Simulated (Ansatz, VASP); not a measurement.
## AlN: VASP beside Ansatz

Contents of INCAR:

```
SYSTEM = AlN
ALGO     = Normal         ! electronic algorithm
EDIFF    = 1E-6           ! SCF threshold, eV
ENCUT    = 520            ! plane-wave cutoff, eV
GGA      = PE             ! functional
ISIF     = 2              ! what is computed and relaxed
ISMEAR   = -1             ! smearing method
LASPH    = .TRUE.         ! aspherical terms in the spheres
LCHARG   = .FALSE.        ! write CHGCAR
LREAL    = .FALSE.        ! projectors in reciprocal space
LWAVE    = .FALSE.        ! write WAVECAR
NBANDS   = 16             ! bands
NELM     = 60             ! most SCF steps
PREC     = Accurate       ! precision mode
SIGMA    = 0.02           ! smearing width, eV
```

The input KPOINTS:

```
k-points
0
G
  11 11 6
  0 0 0
```

POSCAR

```
AlN
1.0
    3.1110021516      0.0000000000      0.0000000000
   -1.5555010758      2.6942068945      0.0000000000
    0.0000000000      0.0000000000      4.8286600000
Al N
2 2
Direct
    0.3333333333      0.6666666667      0.0000000000
    0.6666666667      0.3333333333      0.5000000000
    0.3333333333      0.6666666667      0.3850000000
    0.6666666667      0.3333333333      0.8850000000
```

Input for Ansatz:

```yaml
crystal:
  lattice:
    - [3.1110021516, 0.0, 0.0]
    - [-1.5555010758, 2.6942068945, 0.0]
    - [0.0, 0.0, 4.82866]
  atoms:
    - { symbol: Al, position: [0.3333333333, 0.6666666667, 0.0] }
    - { symbol: Al, position: [0.6666666667, 0.3333333333, 0.5] }
    - { symbol: "N", position: [0.3333333333, 0.6666666667, 0.385] }
    - { symbol: "N", position: [0.6666666667, 0.3333333333, 0.885] }
kpoints:
  mp_grid: { grid: [11, 11, 6] }
  band_path:
    path:
      - [0.0, 0.0, 0.0]
      - [0.5, 0.0, 0.0]
      - [0.3333333333, 0.3333333333, 0.0]
      - [0.0, 0.0, 0.0]
      - [0.0, 0.0, 0.5]
      - [0.5, 0.0, 0.5]
      - [0.3333333333, 0.3333333333, 0.5]
      - [0.0, 0.0, 0.5]
      - [0.5, 0.0, 0.5]
    npoints: 5
scf:
  occupations: { method: fermi_dirac, width: 0.02 }
hamiltonian:
  xc: pbe
  pseudopotentials: { kind: all_electron, lapw: { basis_error: 0.001 } }
output:
  forces: true
  stress: true
  eigenvalues: true
```

Change from the starting cell: zz strain of -3 %.

Alike in both runs: task single point; functional PBE; k mesh 11 × 11 × 6; occupations fermi-dirac, width 0.02 eV; no spin polarisation.

```csv
,VASP,Ansatz
version,VASP 6.6.1,Ansatz 0.2.0
potentials or method,"VASP PAW PBE potentials, release 64 (Al, N)","all-electron LAPW, scalar-relativistic"
plane-wave cutoff (eV),520,see its input
```

VASP gave:

```
gap on the k mesh at the Fermi level (eV)       : 4.35
pressure (GPa)                                  : 10.3
largest component of the traceless stress (GPa) : 7.08
rms of the force components (eV/Å)              : 0.155
```

Task: Which values does Ansatz return?

Result: gap on the k mesh at the Fermi level (eV): 4.35; pressure (GPa): 10.4; largest component of the traceless stress (GPa): 6.98; rms of the force components (eV/Å): 0.154.

Atom by atom the forces differ by 0.001 eV/Å (rms over components). Ansatz ran all-electron here, so the differences hold the error of VASP's frozen core and of both bases.

Caveats: an odd mesh through Γ misses points on the zone boundary, where band edges often lie.
